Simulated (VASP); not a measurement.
Crystal: Ir.

```xyz
2
Lattice="3.7470 0.0000 0.0000 0.7155 3.0912 0.0000 -0.2985 0.6334 2.6797" Properties=species:S:1:pos:R:3 pbc="T T T"
Ir    1.2488    1.7313    2.3506
Ir    3.1599    2.2431    1.4207
```

The cell was built by a generator and needn't be a form met in nature.

The cell isn't the ideal one: random cell without symmetry.

| Quantity | Value |
| --- | --- |
| Program | VASP 6.6.1 |
| Task | relaxation of cell and atoms |
| Functional | PBE |
| Potentials or basis | VASP PAW PBE potentials, release 64 (Ir) |
| Cutoff | 600 eV |
| k mesh | 6 × 6 × 6 |
| Occupations | gaussian, width 0.1 eV |
| Spin | no spin polarisation |

At the start: pressure 63.2 GPa; volume 15.52 Å³/atom.

Q: Where does the relaxation end?

A: Over 23 steps the energy falls by 1585.3 meV/atom and the volume is 15.39 Å³/atom (-0.8 %); space group P2_1/m (No. 11, to 0.05 Å).

The path:
```tsv
step	energy change (eV)	largest force (eV/Å)	pressure (GPa)	volume (Å³)
1	0.0000	7.7772	63.21	31.04
2	2.9489	2.5675	-26.87	63.12
3	1.6619	2.1268	-32.33	54.92
4	0.2779	1.7403	-36.08	48.22
5	-1.7436	0.6941	-28.60	39.25
6	-2.0838	1.3530	-5.12	35.05
7	-2.1048	0.6719	-13.34	36.08
8	-2.1083	0.8358	-11.29	35.80
9	-2.4922	1.4648	14.91	31.41
10	-2.5061	1.1124	9.15	32.02
11	-2.7696	1.4973	7.54	31.48
12	-2.7896	2.0299	8.77	31.25
13	-2.9355	1.0543	-9.16	32.45
14	-2.9362	1.1064	-8.08	32.36
15	-3.0413	0.7698	-3.18	31.42
16	-3.0650	0.6982	1.40	30.79
17	-3.1161	0.6799	1.16	30.72
18	-3.1376	0.6523	1.87	30.62
19	-3.1598	0.4127	-2.10	30.99
20	-3.1615	0.3478	-3.45	31.12
21	-3.1660	0.2012	2.39	30.58
22	-3.1693	0.1334	0.05	30.79
23	-3.1705	0.0395	0.00	30.78
```

Final structure:
```yaml
crystal:
  lattice:
    - [4.25785, 0.04300, 0.25964]
    - [0.83999, 2.61937, -0.23728]
    - [-0.16693, 0.30121, 2.72525]
  atoms:
    - { symbol: Ir, position: [0.32393, 0.35656, 0.95405] }
    - { symbol: Ir, position: [0.77434, 0.64074, 0.45327] }
```

Caveat: the k mesh is coarse (spacing up to 0.39 Å⁻¹), so the values aren't converged.
